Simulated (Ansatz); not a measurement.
Take a crystal in which Sn has been replaced by Ge on all its sites, with the cell rescaled by a rough guess (in some cases also distorted within its space group) and nothing relaxed:

```cif
data_structure
_symmetry_space_group_name_H-M 'P 1'
_symmetry_Int_Tables_number 1
_cell_length_a 2.9074
_cell_length_b 2.9074
_cell_length_c 2.9074
_cell_angle_alpha 109.471
_cell_angle_beta 109.471
_cell_angle_gamma 109.471
_cell_volume 18.92
loop_
_atom_site_label
_atom_site_type_symbol
_atom_site_fract_x
_atom_site_fract_y
_atom_site_fract_z
_atom_site_occupancy
Ge1 Ge 0.00000 0.00000 0.00000 1
```

Computed with DFT PBE, scalar-relativistic, plane waves, PAW (Ansatz).

Settings: cutoff 420 eV, Γ-centred mesh 18×18×18 on the computed 1-atom cell, Gaussian smearing of 0.10 eV; no spin polarisation.

(1) Will this cell want to expand or contract, and how hard?

(2) Is it a metal on this mesh?

## Answers

(1) The pressure is 1.5 GPa (positive in compression), so the cell would expand.

(2) Yes, a band crosses the Fermi level.

This bcc form isn't the element's structure at ambient conditions.